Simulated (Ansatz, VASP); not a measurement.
# As: VASP beside Ansatz

One calculation is typed for both programs; each brings its own data sets. How far apart do they land? The cell is taken from a series of runs on this material, whose earlier steps may have relaxed, scaled, displaced or heated it; both programs get it as it stands. Other levels of theory on this material are compared in a session of their own.

Main program and level: Ansatz 0.2.0; plane waves, with VASP 6.6.1 beside it; PBE, spin-orbit coupling.

## 1. Set-up

The cell holds 4 atoms: 4 As. Cell: a = 4.542 Å, b = 3.678 Å, c = 28.000 Å, α = 90.0°, β = 90.0°, γ = 90.0°. Vacuum lies along c.

## 2. VASP: single point, PBE, spin-orbit coupling

With cell and atoms fixed, the geometry can't cause a difference; cores, projectors, grids and the points listed under the comparison can.

Lines of VASP's logs that name or quote its potential files are left out, and so is its time.

INCAR reads:

```
SYSTEM = As
PREC = Accurate
ENCUT = 400
EDIFF = 1E-06
NELM = 200
ISMEAR = -1
SIGMA = 0.02
LREAL = .FALSE.
ALGO = Normal
GGA = PE
LNONCOLLINEAR = .TRUE.
MAGMOM = 0 0 0 0 0 0 0 0 0 0 0 0
NBANDS = 32
GGA_COMPAT = .FALSE.
LASPH = .TRUE.
LSORBIT = .TRUE.
LORBIT = 11
LWAVE = .FALSE.
LCHARG = .FALSE.
ISIF = 2
LDIPOL = .TRUE.
IDIPOL = 3
DIPOL = 0.5 0.5 0.5
LVHAR = .TRUE.
EFERMI = MIDGAP
NELMDL = -8
KPAR = 2
```

POSCAR reads:

```
As
1.0
    4.5421539700      0.0000000000      0.0000000000
    0.0000000000      3.6780245980      0.0000000000
    0.0000000000      0.0000000000     28.0000000000
As
4
Direct
    0.0629104277      0.0000000000      0.5430286337
    0.4370895723      0.5000000000      0.5430286337
    0.5629104277      0.5000000000      0.4569713663
    0.9370895723      0.0000000000      0.4569713663
```

KPOINTS reads:

```
Automatic mesh
0
Gamma
4 6 1
0 0 0
```

PAW data sets: As (PBE family, release 64).

Run with:

```bash
mpirun -np 2 vasp_ncl
```

Numbers of over 12 decimals in the logs are rounded to 6 here.

The log of the run:

```text
[banner, memory and clock lines left out]
running    2 mpi-ranks, on    1 nodes
 distrk:  each k-point on    1 cores,    2 groups
 distr:  one band on    1 cores,    1 groups

 POSCAR found type information on POSCAR As
 POSCAR found :  1 types and       4 ions
 LDA part: xc-table for (Slater+PW92), standard interpolation
 POSCAR, INCAR and KPOINTS ok, starting setup
 FFT: planning ... GRIDC
 FFT: planning ... GRID_SOFT
 FFT: planning ... GRID
 WAVECAR not read
 entering main loop
       N       E                     dE             d eps       ncg     rms          rms(c)
DAV:   1     0.132330866910E+03    0.13233E+03   -0.49085E+03   792   0.678E+02
DAV:   2     0.171383864092E+01   -0.13062E+03   -0.12484E+03  1208   0.142E+02
DAV:   3    -0.179933978977E+02   -0.19707E+02   -0.19546E+02   960   0.614E+01
DAV:   4    -0.186646520815E+02   -0.67125E+00   -0.66842E+00  1016   0.143E+01
DAV:   5    -0.186762711128E+02   -0.11619E-01   -0.11599E-01   992   0.170E+00
DAV:   6    -0.186765479619E+02   -0.27685E-03   -0.27682E-03  1008   0.275E-01
DAV:   7    -0.186765576662E+02   -0.97043E-05   -0.97033E-05  1024   0.412E-02
DAV:   8    -0.186765581392E+02   -0.47301E-06   -0.47294E-06   944   0.840E-03    0.473E+00
DAV:   9    -0.186081075283E+02    0.68451E-01   -0.31347E-02   824   0.925E-01    0.284E+00
DAV:  10    -0.185599774662E+02    0.48130E-01   -0.76972E-02   872   0.143E+00    0.189E-01
DAV:  11    -0.185588736087E+02    0.11039E-02   -0.17729E-03  1000   0.235E-01    0.127E-01
DAV:  12    -0.185567243473E+02    0.21493E-02   -0.17130E-03   952   0.197E-01    0.518E-02
DAV:  13    -0.185559759291E+02    0.74842E-03   -0.48607E-04   992   0.973E-02    0.328E-02
DAV:  14    -0.185561555481E+02   -0.17962E-03   -0.40903E-04   864   0.839E-02    0.230E-02
[...]
DAV:  18    -0.185570102011E+02   -0.12990E-03   -0.32544E-06   808   0.660E-03    0.414E-03
DAV:  19    -0.185571029827E+02   -0.92782E-04   -0.59447E-06   776   0.850E-03    0.110E-03
DAV:  20    -0.185571502030E+02   -0.47220E-04   -0.27527E-06   680   0.504E-03    0.831E-04
DAV:  21    -0.185571772499E+02   -0.27047E-04   -0.17384E-06   816   0.373E-03    0.463E-04
DAV:  22    -0.185571865732E+02   -0.93234E-05   -0.22248E-07   752   0.152E-03    0.402E-04
DAV:  23    -0.185571914439E+02   -0.48707E-05   -0.12390E-07   704   0.108E-03    0.234E-04
DAV:  24    -0.185571926953E+02   -0.12513E-05   -0.14286E-08   632   0.449E-04    0.111E-04
DAV:  25    -0.185571935412E+02   -0.84597E-06   -0.85350E-09   568   0.321E-04
   1 F= -.18557194E+02 E0= -.18557194E+02  d E =-.270364E-08  mag=    -0.0000    -0.0000    -0.0000
```

From OUTCAR (step 2):

```text
ion  position               nearest neighbor table
   1  0.063  0.000  0.543-   4 2.48   2 2.50   2 2.50
   2  0.437  0.500  0.543-   3 2.48   1 2.50   1 2.50
   3  0.563  0.500  0.457-   2 2.48   4 2.50   4 2.50
   4  0.937  0.000  0.457-   1 2.48   3 2.50   3 2.50

  LATTYP: Found a simple orthorhombic cell.
 ALAT       =     3.6780245980
 B/A-ratio  =     1.2349438806
 C/A-ratio  =     7.6127821481

 Subroutine GETGRP returns: Found  8 space group operations
 (whereof  4 operations were pure point group operations)

The static configuration has the point symmetry C_2h.
 The point group associated with its full space group is D_2h.

 Found     12 irreducible k-points:

   k-points           NKPTS =     12   k-points in BZ     NKDIM =     12   number of bands    NBANDS=     32

   dimension x,y,z NGX =    30 NGY =   24 NGZ =  192
   dimension x,y,z NGXF=    60 NGYF=   48 NGZF=  384

   ENCUT  =  400.0 eV  29.40 Ry    5.42 a.u.   7.41  6.00 45.66*2*pi/ulx,y,z

   NELECT =      20.0000    total number of electrons

 k-points in reciprocal lattice and weights: Automatic mesh
   0.00000000  0.00000000  0.00000000       0.042
   0.25000000  0.00000000  0.00000000       0.083
   0.50000000  0.00000000  0.00000000       0.042
   0.00000000  0.16666667  0.00000000       0.083
   0.25000000  0.16666667  0.00000000       0.167
   0.50000000  0.16666667  0.00000000       0.083
   0.00000000  0.33333333  0.00000000       0.083
   0.25000000  0.33333333  0.00000000       0.167
   0.50000000  0.33333333  0.00000000       0.083
   0.00000000  0.50000000  0.00000000       0.042
   0.25000000  0.50000000  0.00000000       0.083
   0.50000000  0.50000000  0.00000000       0.042

 dipolmoment           0.000000      0.000000      0.000000 electrons x Angstroem

 average (electrostatic) potential at core
       1 -57.5411       2 -57.5411       3 -57.5411       4 -57.5411

 E-fermi :  -2.4473

 k-point     1 :       0.0000    0.0000    0.0000
  band No.  band energies     occupation
    ...
     16      -4.5682      1.00000
     17      -3.9647      1.00000
     18      -3.9647      1.00000
     19      -2.7855      1.00000
     20      -2.7855      1.00000
     21      -2.1091      0.00000
     22      -2.1091      0.00000
     23      -0.6138      0.00000
     24      -0.6138      0.00000
     25      -0.0596      0.00000
    ...

 k-point     2 :       0.2500    0.0000    0.0000
  band No.  band energies     occupation
    ...
     16      -4.0911      1.00000
     17      -3.9228      1.00000
     18      -3.9228      1.00000
     19      -3.2704      1.00000
     20      -3.2704      1.00000
     21      -1.3329      0.00000
     22      -1.3329      0.00000
     23      -1.0896      0.00000
     24      -1.0896      0.00000
     25      -0.2890      0.00000
    ...

 k-point     3 :       0.5000    0.0000    0.0000
  band No.  band energies     occupation
    ...
     16      -4.5175      1.00000
     17      -3.3435      1.00000
     18      -3.3435      1.00000
     19      -3.3435      1.00000
     20      -3.3435      1.00000
     21      -1.1995      0.00000
     22      -1.1995      0.00000
     23      -1.1995      0.00000
     24      -1.1995      0.00000
     25      -0.0158      0.00000
    ...

  Total        0.8122535      1.7424771      0.3161787      0.0000000      0.0000000      0.0000000
  in kB        2.7820674      5.9681968      1.0829508      0.0000000      0.0000000      0.0000000
  external PRESSURE =       3.2777383 kB  Pullay stress =       0.0000000 kB

  energy-cutoff  :      400.00
  volume of cell :      467.77
      direct lattice vectors                 reciprocal lattice vectors
     4.542153970  0.000000000  0.000000000     0.220159864  0.000000000  0.000000000
     0.000000000  3.678024598  0.000000000     0.000000000  0.271885077  0.000000000
     0.000000000  0.000000000 28.000000000     0.000000000  0.000000000  0.035714286

 POSITION                                       TOTAL-FORCE (eV/Angst)
 -----------------------------------------------------------------------------------
      0.28575      0.00000     15.20480        -0.020026     -0.000000      0.068541
      1.98533      1.83901     15.20480         0.020026     -0.000000      0.068541
      2.55683      1.83901     12.79520        -0.020026     -0.000000     -0.068541
      4.25641      0.00000     12.79520         0.020026      0.000000     -0.068541
 -----------------------------------------------------------------------------------
    total drift:                               -0.000000     -0.000000      0.000000

  FREE ENERGIE OF THE ION-ELECTRON SYSTEM (eV)
  ---------------------------------------------------
  free  energy   TOTEN  =       -18.5571935412 eV

  energy  without entropy=      -18.5571935385  energy(sigma->0) =      -18.55719354

 vacuum level on the upper side and lower side of the slab         1.727         1.727

 Spin-Orbit-Coupling matrix elements
 Ion:    1  E_soc:     -0.0248572
 Ion:    2  E_soc:     -0.0248572
 Ion:    3  E_soc:     -0.0248572
 Ion:    4  E_soc:     -0.0248572

 total charge
# of ion       s       p       d       tot
------------------------------------------
    1        1.292   1.380   0.044   2.716
    2        1.292   1.380   0.044   2.716
    3        1.292   1.380   0.044   2.716
    4        1.292   1.380   0.044   2.716
--------------------------------------------------
tot          5.169   5.518   0.175  10.862

 magnetization (x)
# of ion       s       p       d       tot
------------------------------------------
    1        0.000   0.000   0.000   0.000
    2        0.000   0.000   0.000   0.000
    3        0.000   0.000   0.000   0.000
    4        0.000   0.000   0.000   0.000
--------------------------------------------------
tot          0.000   0.000   0.000   0.000

 magnetization (y)
# of ion       s       p       d       tot
------------------------------------------
    1       -0.000  -0.000  -0.000  -0.000
    2        0.000   0.000   0.000   0.000
    3        0.000   0.000   0.000   0.000
    4       -0.000  -0.000  -0.000  -0.000
--------------------------------------------------
tot          0.000   0.000   0.000   0.000

 magnetization (z)
# of ion       s       p       d       tot
------------------------------------------
    1        0.000   0.000   0.000   0.000
    2        0.000   0.000   0.000   0.000
    3        0.000   0.000   0.000   0.000
    4        0.000   0.000   0.000   0.000
--------------------------------------------------
tot          0.000   0.000   0.000   0.000

[... 3 further parts left out ...]
```

## 3. Ansatz: single point, PBE, spin-orbit coupling

Ansatz runs on its PAW fully relativistic soft_1 files.

The same cell, functional, mesh and smearing now go to Ansatz, which takes its cutoff from its data sets.

input.yaml reads:

```yaml
crystal:
  lattice:
    - [4.54215397, 0.0, 0.0]
    - [0.0, 3.678024598, 0.0]
    - [0.0, 0.0, 28.0]
  atoms:
    - { symbol: As, position: [0.0629104277, 0.0, 0.5430286337] }
    - { symbol: As, position: [0.4370895723, 0.5, 0.5430286337] }
    - { symbol: As, position: [0.5629104277, 0.5, 0.4569713663] }
    - { symbol: As, position: [0.9370895723, 0.0, 0.4569713663] }
  periodic: [true, true, false]
kpoints:
  mp_grid: { grid: [4, 6, 1] }
  band_path:
    path:
      - [0.0, 0.0, 0.0]
      - [0.5, 0.0, 0.0]
      - [0.5, 0.5, 0.0]
      - [0.0, 0.5, 0.0]
      - [0.35, 0.0, 0.0]
    npoints: 1
hamiltonian:
  xc: pbe
  pseudopotentials: { kind: paw_fr, azcp: { folder: soft_1 } }
scf:
  occupations: { method: fermi_dirac, width: 0.02 }
  n_extra_bands: 10
magnetization:
  noncollinear: true
  spin_orbit: true
output:
  eigenvalues: true
  write_density: true
  write_potential: true
  elf: true
  volumetric_format: npy
```

Run with:

```bash
ansatz run input.yaml --threads 8 --pin off --max-ram 17510MiB --backend cpu --events-out ev --progress --plain --runs-dir out
```

The log of the run:

```text
scf.n_extra_bands = 10 over 60 filled bands (N_el = 60.0): the run solves 70 bands
Engine: ansatz 0.2.0, x86_64-unknown-linux-gnu
Pseudopotentials: kind: paw_fr
Pseudopotential: As, paw, valence charge 15, recommended cutoff 420 eV (normal), soft_1/As.paw.azcp
Functional definition: PBE
  parameter kappa = 0.804
  parameter beta = 0.066725
  exchange = pbe_x(kappa = kappa, mu = beta*pi^2/3)
  correlation = pbe_c(beta = beta)
non-collinear run that drives no moment, with spin-orbit: no starting moment large enough to seed its density (crystal.atoms[].spin), no starting occupations that ask for one, no magnetisation constraint and no magnetic field, so the semilocal B_xc is pinned to zero
Crystal: 4 atoms, lattice volume = 467.772 Å³
Basis set: ecut = 420 eV, 9163 PW (Γ)
Bands: 70, of which v1, the nominal top of the filled ones, is band 60 counted from 1 (59 counted from 0)
Symmetry: 8 space group operations + 8 with time reversal
Magnetic group: BNS 53.322 (UNI 420), of the structure as read, at distance tolerance 7.8e-5 Å
k-points: 12 of 24
Projection manifold: j_resolved (fully-relativistic pseudo-atomic orbitals)
Non-local potential: As, projectors of the file, resolved by j, l = 0: 2, l = 1: 4, l = 2: 6, l = 3: 2
PAW form: soft (Blöchl's): semilocal exchange-correlation on the pseudo side does not see the compensation charge
PAW one-centre angular grid: As, 590 points (default); XC on 96 Gauss nodes
Initial density: superposition of atomic densities (neutral atoms: chi_scale 0, normalization atom)
Initial wavefunctions: pseudopotential atomic-orbital guess
Functional: x = pbe(κ = 0.804, μ = 0.219515), c = pbe(β = 0.066725)
iter 1 solved again at ethr=9.24e-4 eV; its pass at ethr=3.10e-3 eV (dr2=5.54e-1 eV) is discarded
SCF iter   1: F=—  HF=-19425.000941 eV  |F-HF|=—  |Δ(HF+E_count)|=         —  Δρ=1.21e-2  dr2=5.55e-1  dr2_m=0.00e0 (ungated)  ethr=9.24e-4  |M|=0.00e0 ∫|m|=0.00e0 μB  |m|>n=0.0e0 m-floor=0.0e0 τ_xc=0.0e0  β_m=0.30  ⟨swp⟩=2.2  Hψ=2957  notcnv=0
preconditioner: auto → Resta (q_TF=auto, 1.938 Å⁻¹)  ε∞=1.8  [insulator: Δε(μ)=0.859 eV  Ē_g=8.689 eV  σ=0.020 eV  W_gap=1.00  n_scr=60 (ndim 8)  ℏωp=7.7 eV  f_vac=0.760  D(μ)=0.00/eV (n_scr^D=0)  ε∞_Penn≈1.8  vacuum switching on, ρ_ref=5.5e-3 e/Å³]
spin=Noncollinear: Resta preconditioning applied to the charge; magnetization (m_x, m_y, m_z) channels mix plain (no charge-response kernel on spin).
SCF iter   2: F=—  HF=-19424.951529 eV  |F-HF|=—  |Δ(HF+E_count)|=   4.94e-2  Δρ=8.63e-3  dr2=2.74e-1  dr2_m=0.00e0 (ungated)  ethr=9.24e-4  |M|=0.00e0 ∫|m|=0.00e0 μB  |m|>n=0.0e0 m-floor=0.0e0 τ_xc=0.0e0  β_m=0.65  ⟨swp⟩=2.5  Hψ=545  notcnv=0
SCF iter   3: F=—  HF=-19424.912996 eV  |F-HF|=—  |Δ(HF+E_count)|=   3.85e-2  Δρ=7.38e-4  dr2=2.22e-3  dr2_m=0.00e0 (ungated)  ethr=4.57e-4  |M|=0.00e0 ∫|m|=0.00e0 μB  |m|>n=0.0e0 m-floor=0.0e0 τ_xc=0.0e0  β_m=0.63  ⟨swp⟩=4.5  Hψ=678  notcnv=0
SCF iter   4: F=—  HF=-19424.912001 eV  |F-HF|=—  |Δ(HF+E_count)|=   9.95e-4  Δρ=3.01e-4  dr2=2.76e-4  dr2_m=0.00e0 (ungated)  ethr=3.69e-6  |M|=0.00e0 ∫|m|=0.00e0 μB  |m|>n=0.0e0 m-floor=0.0e0 τ_xc=0.0e0  β_m=0.78  ⟨swp⟩=4.3  Hψ=1206  notcnv=0  defer=6
SCF iter   5: F=—  HF=-19424.912142 eV  |F-HF|=—  |Δ(HF+E_count)|=   1.41e-4  Δρ=4.23e-5  dr2=8.22e-6  dr2_m=0.00e0 (ungated)  ethr=4.59e-7  |M|=0.00e0 ∫|m|=0.00e0 μB  |m|>n=0.0e0 m-floor=0.0e0 τ_xc=0.0e0  β_m=0.81  ⟨swp⟩=2.2  Hψ=547  notcnv=0  defer=6
SCF iter   6: F=—  HF=-19424.912148 eV  |F-HF|=—  |Δ(HF+E_count)|=   6.36e-6  Δρ=8.10e-6  dr2=2.41e-7  dr2_m=0.00e0 (ungated)  ethr=1.37e-8  |M|=0.00e0 ∫|m|=0.00e0 μB  |m|>n=0.0e0 m-floor=0.0e0 τ_xc=0.0e0  β_m=0.85  ⟨swp⟩=3.9  Hψ=895  notcnv=0  defer=6
SCF iter   7: F=-19424.912148 eV  HF=-19424.912148 eV  |F-HF|=1.45e-8  |Δ(HF+E_count)|=   1.81e-7  Δρ=2.56e-6  dr2=2.67e-8  dr2_m=0.00e0 (ungated)  ethr=1.67e-10  |M|=0.00e0 ∫|m|=0.00e0 μB  |m|>n=0.0e0 m-floor=0.0e0 τ_xc=0.0e0  ⟨swp⟩=10.5  Hψ=1849  notcnv=0
SCF 1 converged in 7 iterations: F = -19424.912148 eV  dr2 = 2.67e-8
  greatest PAW one-centre occupation: 0.999 electrons in one spin orbital (limit 2), on the As atom at site 0 (counted from 0), in its partial waves of l = 2
NSCF: frozen V_eff on 5 k-points
WARN: The output density's exchange-correlation potential varies sharply where the density is thin. Do not read a vacuum level from v_tot or v_xc, or from such a field of the output density. On a cell that repeats whose density bears no net charge and no dipole along the vacuum's axis use v_es (v_loc + v_h of the components); under efield.dipole_correction with no amplitude use v_es + v_field, which holds any externa [...]
SCF converged after 7 iterations
Magnetization: |M| = 0.0000 μB,  M = (+0.0000, +0.0000, +0.0000) μB
Absolute magnetization: 0.0000 μB (∫|m|)
  site 0: m = (+0.0000, +0.0000, +0.0000) μB, |m| = 0.0000 μB  (R = 1.02 Å)
  site 1: m = (+0.0000, +0.0000, +0.0000) μB, |m| = 0.0000 μB  (R = 1.02 Å)
  site 2: m = (+0.0000, +0.0000, +0.0000) μB, |m| = 0.0000 μB  (R = 1.02 Å)
  site 3: m = (+0.0000, +0.0000, +0.0000) μB, |m| = 0.0000 μB  (R = 1.02 Å)
Free energy (F): -19424.912148 eV
Harris-Foulkes:  -19424.912148 eV  (|F-HF|=1.45e-8)
Internal energy: -19424.912148 eV  (E = F + TS)
E sigma→0 (E₀):  -19424.912148 eV
Fermi energy:    -4.174602 eV
--- Per-component energies (eV) ---
  E_band       = -1809.719860
  E_kinetic    = 385.723077
  E_local      = -115735.511342  (includes V_loc(G=0)·N_el)
  E_nonlocal   = -1570.597554
  E_hartree    = 57926.773760
  E_xc         = -279.746786
  E_vxc        = -292.231065  (∫ρ·V_xc dr)
  E_paw        = -8055.411066  (= ΣΔE_a)
  E_vpaw       = -450.651863  (= ΣTr[D̂ρ^β])
  E_aug_tail   = -0.000020  (compensation charges beyond the density's cutoff)
  E_ewald      = 47903.857784
  E_smearing   = -0.000000  (= −TS)
  E_closure    = 0.000000  (closes the sum)
  Σ components = -19424.912148   (vs F -19424.912148, Δ=0.00e0)
--- Band table (eV; the first three rows and the last of 12) ---
  k-point 0: bands = [... 56 lower, -5.6800, -5.6800, -4.5186, -4.5186, -3.8306, -3.8306, -2.3126, -2.3126, ... 6 higher]
  k-point 1: bands = [... 56 lower, -6.0773, -6.0773, -4.7667, -4.7667, -3.5685, -3.5685, -2.3778, -2.3778, ... 6 higher]
  k-point 2: bands = [... 56 lower, -6.0210, -6.0210, -5.5311, -5.5311, -3.6220, -3.6220, -2.8710, -2.8710, ... 6 higher]
  k-point 11: bands = [... 56 lower, -6.1066, -6.1066, -6.0000, -6.0000, -1.8623, -1.8623, -1.8002, -1.8002, ... 6 higher]
  ° read free of the cell's end (the report's vacuum.weakly_bound_levels)
```

## 4. Side by side

Known differences besides the potentials themselves: spin-orbit coupling enters by fully relativistic files in Ansatz and inside the spheres in VASP; Ansatz cuts the interaction across the vacuum, VASP repeats the sheet with a dipole correction (LDIPOL); the data sets hold 60 valence electrons in Ansatz (on its PAW fully relativistic soft_1 files) and 20 in VASP; the cutoff is 420 eV in Ansatz and 400 eV in VASP. Total energies have different zeros and are not compared.

Both answers:

| quantity | Ansatz | VASP | difference |
| --- | --- | --- | --- |
| gap on the k mesh (eV) | 0.688 | 0.676 | +0.012 |

A gap on the mesh is an upper bound, since the band edges may lie between its points. Where the cell holds vacuum, a pressure given here is an average over it and none of the material.

## 5. Summary of results

| Quantity | Value |
| --- | --- |
| difference in gap on the k mesh (single point, PBE, spin-orbit coupling) | 0.012 eV |

What this shows: The difference in gap on the k mesh is 0.012 eV (single point, PBE, spin-orbit coupling), within the 0.08 eV picked in this series as the mark of a large difference. The data sets hold unlike numbers of valence electrons (60 in Ansatz and 20 in VASP), so part of the differences may come from the potentials. 5 further pairs of this series are not shown here. How closely two codes agree says nothing of how well the functional describes the real material.

[Lines on the potential files, build, host, timing and source positions are cut from VASP's logs without a mark.]

[Logs are printed without paths, hosts, clocks, repeated set-up lines and the standing remarks that a program may print on its own settings, such as how far it seeks lower states.]

[Hosts, paths, dates, database ids (printed as entryN), source tags and the programs' standing remarks are cut or masked in the printed files.]
